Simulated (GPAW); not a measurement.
Hf:

```
Hf
1.0
     2.91381    0.00000    0.00000
     0.00000    2.91381    0.00000
     0.00000    0.00000    2.91381
Hf
1
Cartesian
  1.4569 1.4569 1.4569
```

The cell was built by a generator and needn't be a form met in nature.

```yaml
Program: GPAW 26.7.0
Task: relaxation of cell and atoms
Functional: revPBE
Dispersion: D3(BJ)
Potentials_or_basis: the program's PAW data sets (release 1.2.1) made for this functional
Cutoff: 600 eV
Basis: pw
k_mesh: 9 × 9 × 9
Occupations: fermi-dirac, width 0.05 eV
Spin: no spin polarisation
```

At the start: pressure -2.4 GPa; volume 24.74 Å³/atom.

**Question.** How do energy, volume and symmetry change on relaxing?

**Answer.** Over 3 steps the energy falls by 5.9 meV/atom and the volume is 23.95 Å³/atom (-3.2 %); space group Pm-3m (No. 221, to 0.05 Å).

Step by step:
```
step  energy change (eV)  largest force (eV/Å)  pressure (GPa)  volume (Å³)
   1              0.0000                0.0000           -2.37        24.74
   2             -0.0043                0.0000           -1.24        24.35
   3             -0.0059                0.0000            0.01        23.95
```

Final structure:
```xyz
1
Lattice="2.8825 0.0000 0.0000 0.0000 2.8825 0.0000 0.0000 0.0000 2.8825" Properties=species:S:1:pos:R:3 pbc="T T T"
Hf    1.4412    1.4412    1.4412
```

Caveat: later steps reuse the first step's grids; pairwise dispersion overbinds metals, which lowers pressure and volume.
